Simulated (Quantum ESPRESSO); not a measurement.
Write an ASE script for Quantum ESPRESSO 7.5 that does the following.

```
Task                : single point
Functional          : vdW-DF2
Potentials or basis : PseudoDojo 0.4.1 SR PBE standard
Cutoff              : 1116 eV
Density cutoff      : 4463 eV
k mesh              : 11 × 11 × 11
Occupations         : fermi-dirac, width 0.2 eV
Spin                : no spin polarisation
Mixing beta         : 0.5
Most SCF iterations : 120
SCF threshold       : 4e-10 Ry
```

The structure of SiC lies in SiC.xyz:

```xyz
2
Lattice="0.0000000000 2.1740000000 2.1740000000 2.1740000000 0.0000000000 2.1740000000 2.1740000000 2.1740000000 0.0000000000" Properties=species:S:1:pos:R:3 pbc="T T T"
Si     0.0983282373      2.1910950751      2.2061177194
C      3.1626717627      3.2439049249      3.2288822806
```

These files were run (other wordings do the same):

run.py

```python
import numpy as np
from ase.calculators.espresso import Espresso, EspressoProfile
from ase.io import read

atoms = read('SiC.xyz')

input_data = {
    'control': {'calculation': 'scf', 'prefix': 'pwscf', 'outdir': './tmp', 'tprnfor': True, 'tstress': True, 'disk_io': 'nowf'},
    'system': {'ecutwfc': 82.0, 'nbnd': 9, 'input_dft': 'vdw-df2', 'occupations': 'smearing', 'smearing': 'fd', 'degauss': 0.01469973},
    'electrons': {'conv_thr': 4e-10, 'electron_maxstep': 120, 'mixing_beta': 0.5},
}
pseudopotentials = {'C': 'C.upf', 'Si': 'Si.upf'}
profile = EspressoProfile(command='pw.x', pseudo_dir='pseudo')
dft = Espresso(profile=profile, input_data=input_data, pseudopotentials=pseudopotentials, kpts=(11, 11, 11), koffset=(0, 0, 0))
atoms.calc = dft

print(f'energy {atoms.get_potential_energy():.8f} eV')
print('forces (eV/A)')
print(np.round(atoms.get_forces(), 6))
print('stress (eV/A^3, Voigt)')
print(np.round(atoms.get_stress(), 8))
print(f'Fermi level {dft.get_fermi_level():.4f} eV')
```

Potentials or basis: PseudoDojo 0.4.1 SR PBE standard.

Launch:

```console
$ OMP_NUM_THREADS=1 python run.py
```

Results of the run:

The pressure is 18.6 GPa, the largest force is 3.700 eV/Å and the band gap on the k mesh is 0.98 eV, indirect (least direct gap 4.55 eV).

Caveat: the potentials were made for another functional, which shifts forces and pressure; so large a pressure means that the cell lies far from this level's equilibrium, or that cutoff or potentials fall short; an odd mesh through Γ misses points on the zone boundary, where band edges often lie.

Run time: 2.2 min on 1 thread of Intel(R) Xeon(R) 6975P-C (Granite Rapids), with other jobs on the host, peak memory 0.24 GiB.
